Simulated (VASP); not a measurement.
# BAs (F-43m) in VASP: single point with r2SCAN

Aim: the single point of BAs with r2SCAN.

All numbers are computed with VASP 6.6.1; they aren't measurements. Logs are shortened: lines on timing, memory, paths and dates and some standing lists are left out, and cuts for length are marked.

### 1 The crystal as given

Symmetry: F-43m, No. 216, cubic system. Conventional cell: a = 4.777 Å, b = 4.777 Å, c = 4.777 Å, α = 90.00°, β = 90.00°, γ = 90.00°. Around B (site symmetry -43m) lie 4 As at 2.07 Å. Around As (site symmetry -43m) lie 4 B at 2.07 Å.

### 2 Single point, r2SCAN

Contents of POSCAR:

```
BAs
1.0
    0.0000000000      2.3885000000      2.3885000000
    2.3885000000      0.0000000000      2.3885000000
    2.3885000000      2.3885000000      0.0000000000
B As
1 1
Direct
    0.0000000000      0.0000000000      0.0000000000
    0.7500000000      0.7500000000      0.7500000000
```

Contents of INCAR.step1:

```
ALGO = Normal
EDIFF = 1E-4
ENCUT = 520
GGA = PE
ISMEAR = 0
LASPH = T
LCHARG = F
LREAL = F
LWAVE = T
NBANDS = 11
NELM = 60
PREC = Accurate
SIGMA = 0.1
```

Contents of INCAR.step2:

```
ALGO = Normal
EDIFF = 1E-6
ENCUT = 520
ISIF = 2
ISMEAR = 0
ISTART = 1
LASPH = T
LCHARG = F
LMIXTAU = T
LREAL = F
LWAVE = F
METAGGA = R2SCAN
NBANDS = 11
NELM = 60
PREC = Accurate
SIGMA = 0.1
```

Contents of KPOINTS:

```
k-points
0
Gamma
  6 6 6
```

Potentials or basis: VASP PAW PBE potentials, release 64 (B, As).

Command:

```console
$ cat potpaw_PBE.64/B/POTCAR potpaw_PBE.64/As/POTCAR > POTCAR
$ cp INCAR.step1 INCAR
$ mpirun -np 1 vasp_std > vasp.out
$ cp INCAR.step2 INCAR
$ mpirun -np 1 vasp_std > vasp.out
```

OUTCAR:

```text
EDIFF = 1E-6
   ENCUT = 520
   ISIF = 2
   ISMEAR = 0
   ISTART = 1
   LASPH = T
   LREAL = F
   METAGGA = R2SCAN
   NELM = 60
   PREC = Accurate

 ion  position               nearest neighbor table
   1  0.000  0.000  0.000-   2 2.07   2 2.07   2 2.07   2 2.07
   2  0.750  0.750  0.750-   1 2.07   1 2.07   1 2.07   1 2.07

  LATTYP: Found a face centered cubic cell.
 ALAT       =     4.7770000000

  Lattice vectors:

 A1 = (   0.0000000000,   2.3885000000,   2.3885000000)
 A2 = (   2.3885000000,   0.0000000000,   2.3885000000)
 A3 = (   2.3885000000,   2.3885000000,   0.0000000000)

Analysis of symmetry for initial positions (statically):
=====================================================================
 Subroutine PRICEL returns:
 Original cell was already a primitive cell.

 Routine SETGRP: Setting up the symmetry group for a
 face centered cubic supercell.

 Subroutine GETGRP returns: Found 24 space group operations
 (whereof 24 operations were pure point group operations)
 out of a pool of 48 trial point group operations.

The static configuration has the point symmetry T_d .

Analysis of symmetry for dynamics (positions and initial velocities):
=====================================================================
 Subroutine PRICEL returns:
 Original cell was already a primitive cell.

 Routine SETGRP: Setting up the symmetry group for a
 face centered cubic supercell.

 Subroutine GETGRP returns: Found 24 space group operations
 (whereof 24 operations were pure point group operations)
 out of a pool of 48 trial point group operations.

The dynamic configuration has the point symmetry T_d .

 Subroutine INISYM returns: Found 24 space group operations
 (whereof 24 operations are pure point group operations),
 and found     1 'primitive' translations

----------------------------------------------------------------------------------------

                                     Primitive cell

  volume of cell :      27.2525

  direct lattice vectors                    reciprocal lattice vectors
     0.000000000  2.388500000  2.388500000    -0.209336404  0.209336404  0.209336404
     2.388500000  0.000000000  2.388500000     0.209336404 -0.209336404  0.209336404
     2.388500000  2.388500000  0.000000000     0.209336404  0.209336404 -0.209336404

  length of vectors
     3.377849094  3.377849094  3.377849094     0.362581287  0.362581287  0.362581287

  position of ions in fractional coordinates (direct lattice)
     0.000000000  0.000000000  0.000000000
     0.750000000  0.750000000  0.750000000

  ion indices of the primitive-cell ions
   primitive index   ion index
                 1           1
                 2           2

----------------------------------------------------------------------------------------

 KPOINTS: k-points

Automatic generation of k-mesh.
 Grid dimensions read from file:
 generate k-points for:    6    6    6

 Generating k-lattice:

  Cartesian coordinates                     Fractional coordinates (reciprocal lattice)
    -0.034889401  0.034889401  0.034889401     0.166666667  0.000000000  0.000000000
     0.034889401 -0.034889401  0.034889401     0.000000000  0.166666667  0.000000000
     0.034889401  0.034889401 -0.034889401     0.000000000  0.000000000  0.166666667

  Length of vectors
     0.060430214  0.060430214  0.060430214

  Shift w.r.t. Gamma in fractional coordinates (k-lattice)
     0.000000000  0.000000000  0.000000000

 Subroutine IBZKPT returns following result:
 ===========================================

 Found     16 irreducible k-points:

 Following reciprocal coordinates:
            Coordinates               Weight
  0.000000  0.000000  0.000000      1.000000
  0.166667  0.000000  0.000000      8.000000
  0.333333  0.000000  0.000000      8.000000
  0.500000  0.000000  0.000000      4.000000
  0.166667  0.166667  0.000000      6.000000
  0.333333  0.166667  0.000000     24.000000
[... 8 lines left out ...]
 -0.333333  0.333333  0.166667     24.000000
 -0.333333  0.500000  0.166667     12.000000
   k-points           NKPTS =     16   k-points in BZ     NKDIM =     16   number of bands    NBANDS=     11
   number of dos      NEDOS =    301   number of ions     NIONS =      2
   total plane-waves  NPLWV =  21952
   dimension x,y,z NGX =    28 NGY =   28 NGZ =   28
   dimension x,y,z NGXF=    56 NGYF=   56 NGZF=   56
   ions per type =               1   1
   NGX,Y,Z   is equivalent  to a cutoff of  13.78, 13.78, 13.78 a.u.
   NGXF,Y,Z  is equivalent  to a cutoff of  27.56, 27.56, 27.56 a.u.
 SYSTEM =  unknown system
   PREC   = accura    normal or accurate (medium, high low for compatibility)
   ISTART =      1    job   : 0-new  1-cont  2-samecut
   ICHARG =      0    charge: 1-file 2-atom 10-const
   ISPIN  =      1    spin polarized calculation?
   LNONCOLLINEAR =      F non collinear calculations
   LSORBIT =      F    spin-orbit coupling
   LASPH  =      T    aspherical Exc in radial PAW
   ENCUT  =  520.0 eV  38.22 Ry    6.18 a.u.   6.28  6.28  6.28*2*pi/ulx,y,z
   NELM   =     60;   NELMIN=  2; NELMDL=  0     # of ELM steps
   EDIFF  = 0.1E-05   stopping-criterion for ELM
   LREAL  =      F    real-space projection
   EDIFFG = 0.1E-04   stopping-criterion for IOM
   NSW    =      0    number of steps for IOM
   IBRION =     -1    ionic relax: 0-MD 1-quasi-New 2-CG
   NFREE  =      0    steps in history (QN), initial steepest desc. (CG)
   ISIF   =      2    stress and relaxation
   ISYM   =      2    0-nonsym 1-usesym 2-fastsym
   POTIM  = 0.5000    time-step for ionic-motion
   TEBEG  =    0.0;   TEEND  =   0.0 temperature during run
   PSTRESS=    0.0 pullay stress
   NELECT =       8.0000    total number of electrons
   NUPDOWN=      -1.0000    fix difference up-down
   EMIN   =  10.00;   EMAX   =-10.00  energy-range for DOS
   EFERMI =   0.00;   METHOD = LEGACY
   ISMEAR =     0;   SIGMA  =   0.10  broadening in eV -4-tet -1-fermi 0-gaus
   EFERMI_NEDOS =   21; number of points for ismear=-14 and -15
   IALGO  =     38    algorithm
   IMIX   =      4    mixing-type and parameters
     AMIX     =   0.40;   BMIX     =  1.00
     AMIX_MAG =   1.60;   BMIX_MAG =  1.00
  volume/ion in A,a.u.               =      13.63        91.95
  Fermi-wavevector in a.u.,A,eV,Ry     =   1.088018  2.056057 16.106360  1.183784
  Thomas-Fermi vector in A             =   2.224191
   LORBIT       =      0    0 simple, 1 ext, 2 COOP (PROOUT), +10 PAW based schemes
   METAGGA = R2SCAN    functional components
   LHFCALC =     F    Hartree Fock is set to
   AEXX    =    0.0000 exact exchange contribution
   IVDW    =     0    specifies the selected vdW correction
   LEPSILON=     F    determine dielectric tensor
   LRPA    =     F    only Hartree local field effects (RPA)
 non-spin polarized calculation
 Gauss-broadening in eV      SIGMA  =   0.10
  energy-cutoff  :      520.00
  volume of cell :       27.25
 maximum number of plane-waves:       754
 NGX is ok and might be reduce to    28
   NGX = 13   NGY = 13   NGZ = 13

 number of electron       8.0000000 magnetization

 Free energy of the ion-electron system (eV)
  ---------------------------------------------------
  ext. energy  EPLUGINS =         0.00000000
  ---------------------------------------------------
  free energy    TOTEN  =       -22.23722673 eV

  energy without entropy =      -22.23722673  energy(sigma->0) =      -22.23722673

 E-fermi :   6.5161     XC(G=0): -11.1306

 val. band max:        6.0290472498   @ k =   0.0000   0.0000   0.0000
 cond. band min:       7.4924487305   @ k =   0.3333   0.3333   0.0000
 fundamental gap:      1.4634014807
 Fermi energy:         6.5160985216

 k-point     1 :       0.0000    0.0000    0.0000
  band No.  band energies     occupation
      1     -10.1302      2.00000
      2       6.0290      2.00000
      3       6.0290      2.00000
      4       6.0290      2.00000
      5       9.4728      0.00000
      6       9.4728      0.00000
      7       9.4728      0.00000
      8      11.1824      0.00000
      9      16.4031      0.00000
     10      19.4660      0.00000
     11      19.4660      0.00000

 k-point     2 :       0.1667    0.0000    0.0000
  band No.  band energies     occupation
      1      -9.6543      2.00000
      2       2.9160      2.00000
      3       5.3024      2.00000
      4       5.3024      2.00000
      5       9.6173      0.00000
      6      10.4197      0.00000
      7      10.4197      0.00000
      8      13.2158      0.00000
      9      17.8425      0.00000
     10      17.8485      0.00000
     11      17.8485      0.00000

 k-point     3 :       0.3333    0.0000    0.0000
  band No.  band energies     occupation
      1      -8.3229      2.00000
      2      -1.0587      2.00000
      3       4.4151      2.00000
      4       4.4151      2.00000
      5       9.1812      0.00000
      6      11.1319      0.00000
      7      11.1319      0.00000
      8      15.4190      0.00000
      9      18.3068      0.00000
     10      18.6569      0.00000
     11      18.6569      0.00000

 k-point     4 :       0.5000    0.0000    0.0000
  band No.  band energies     occupation
      1      -7.1062      2.00000
      2      -3.2145      2.00000
      3       4.0900      2.00000
      4       4.0900      2.00000
      5       9.0032      0.00000
      6      11.0831      0.00000
      7      11.0831      0.00000
      8      15.6034      0.00000
      9      19.6691      0.00000
     10      21.4304      0.00000
     11      21.4304      0.00000
[... 127 lines left out ...]
 k-point    14 :       0.5000    0.3333    0.1667
  band No.  band energies     occupation
      1      -7.1786      2.00000
      2      -1.1155      2.00000
      3       0.9161      2.00000
      4       2.6420      2.00000
      5      10.1236      0.00000
      6      11.6340      0.00000
      7      12.2536      0.00000
      8      15.6477      0.00000
      9      18.2643      0.00000
     10      20.4506      0.00000
     11      23.1429      0.00000

 k-point    15 :      -0.3333    0.3333    0.1667
  band No.  band energies     occupation
      1      -6.0789      2.00000
      2      -2.5001      2.00000
      3       0.3525      2.00000
      4       1.9682      2.00000
      5      10.7413      0.00000
      6      11.6032      0.00000
      7      14.0643      0.00000
      8      15.4150      0.00000
      9      16.9105      0.00000
     10      21.3288      0.00000
     11      23.3147      0.00000

 k-point    16 :      -0.3333    0.5000    0.1667
  band No.  band energies     occupation
      1      -5.5471      2.00000
      2      -2.7154      2.00000
      3       0.6291      2.00000
      4       0.8332      2.00000
      5      10.1039      0.00000
      6      10.3670      0.00000
      7      15.2106      0.00000
      8      15.5144      0.00000
      9      19.1938      0.00000
     10      22.5787      0.00000
     11      22.7556      0.00000

------------------------ aborting loop because EDIFF is reached ----------------------------------------

  FORCE on cell =-STRESS in cart. coord.  units (eV):
  Direction    XX          YY          ZZ          XY          YZ          ZX
  --------------------------------------------------------------------------------------
  -------------------------------------------------------------------------------------
  Total        0.1540068      0.1540068      0.1540068      0.0000000      0.0000000     -0.0000000
  in kB        9.0540874      9.0540874      9.0540874      0.0000000      0.0000000     -0.0000000
  external PRESSURE =       9.0540874 kB  Pullay stress =       0.0000000 kB

 VOLUME and BASIS-vectors are now :
 -----------------------------------------------------------------------------
  energy-cutoff  :      520.00
  volume of cell :       27.25
      direct lattice vectors                 reciprocal lattice vectors
     0.000000000  2.388500000  2.388500000    -0.209336404  0.209336404  0.209336404
     2.388500000  0.000000000  2.388500000     0.209336404 -0.209336404  0.209336404
     2.388500000  2.388500000  0.000000000     0.209336404  0.209336404 -0.209336404

 POSITION                                       TOTAL-FORCE (eV/Angst)
 -----------------------------------------------------------------------------------
      0.00000      0.00000      0.00000        -0.000000      0.000000     -0.000000
      3.58275      3.58275      3.58275         0.000000     -0.000000      0.000000
 -----------------------------------------------------------------------------------
    total drift:                                0.000000      0.000000      0.000000

  FREE ENERGIE OF THE ION-ELECTRON SYSTEM (eV)
  ---------------------------------------------------
  free  energy   TOTEN  =       -22.2372267258 eV

  energy  without entropy=      -22.2372267258  energy(sigma->0) =      -22.23722673
```

Run time: 15 s. Hardware: 1 thread of Intel Xeon 6975P-C (Granite Rapids), shared host; peak memory 0.16 GiB.

Results:

| Property | Result |
| --- | --- |
| Free energy | -22.2372 eV |
| Pressure | 0.9 GPa |
| Band gap on the k mesh | 1.46 eV, indirect (least direct gap 3.44 eV) |

Levels at points of the mesh, in eV from the valence-band top:
```
           k point  band 1  band 2  band 3  band 4  band 5  band 6  band 7  band 8  band 9
(0.00, 0.00, 0.00)  -16.16    0.00    0.00    0.00    3.44    3.44    3.44    5.15   10.37
(0.50, 0.00, 0.00)  -13.14   -9.24   -1.94   -1.94    2.97    5.05    5.05    9.57   13.64
(0.50, 0.50, 0.00)  -11.70   -9.06   -4.31   -4.31    1.61    1.69   12.16   12.16   13.88
```

Caveat: the PAW data sets were made with another functional, which shifts forces and pressure a little.
